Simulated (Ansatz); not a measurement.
# RuS2: field gradients at two levels of theory

Cell: a computed structure from the Materials Project (it need not be an observed phase), atoms as given.

```cif
data_RuS2
_symmetry_space_group_name_H-M 'Pa-3'
_symmetry_Int_Tables_number 205
_cell_length_a 5.6306
_cell_length_b 5.6306
_cell_length_c 5.6306
_cell_angle_alpha 90.000
_cell_angle_beta 90.000
_cell_angle_gamma 90.000
loop_
_atom_site_label
_atom_site_type_symbol
_atom_site_symmetry_multiplicity
_atom_site_Wyckoff_symbol
_atom_site_fract_x
_atom_site_fract_y
_atom_site_fract_z
Ru Ru 4 a 0.0000 0.5000 0.5000
S S 8 c 0.3882 0.1118 0.8882
```

One atom of each set is listed.

First run. Computed with Ansatz: DFT, PBE, plane waves and PAW, scalar-relativistic, collinear spin, 420 eV cutoff, Γ-centred 5×5×5 k-points, Fermi–Dirac smearing 0.02 eV. Start moments as typed (μB): 2 on each Ru, none on the rest.

```json
{"site": "Ru", "V_zz (10²¹ V/m²)": "-4.71", "η": "0.00"}
{"site": "S", "V_zz (10²¹ V/m²)": "14.59", "η": "0.00"}
```

Second run. The same atoms and settings, except that the functional is PBEsol.

**Question.** Given the first result, estimate the second.

**Answer.** 

```tsv
site	V_zz	η	change of V_zz
Ru	-4.73	0.00	-0.02
S	14.22	0.00	-0.37
```

The largest change of V_zz is on S, from 14.59 to 14.22. In per cent, |V_zz| changes by +1 on Ru, -3 on S (all sites that start above 0.5).

Without spin–orbit coupling (the program notes it for Ru) the gradients can shift somewhat, as the gap is small. The start moments die out, and the run ends without spin.
For the first run: With these PAW files V_zz is typically within 2 to 3 % of all-electron values, but misses above 10 % occur on Ru.
For the second run: At this cell the principal stresses reach 5 GPa in size with PBEsol, which can matter for small gradients. The largest force is 0.3 eV/Å, so the atoms aren't at the calculated equilibrium and relaxing them would move these values.
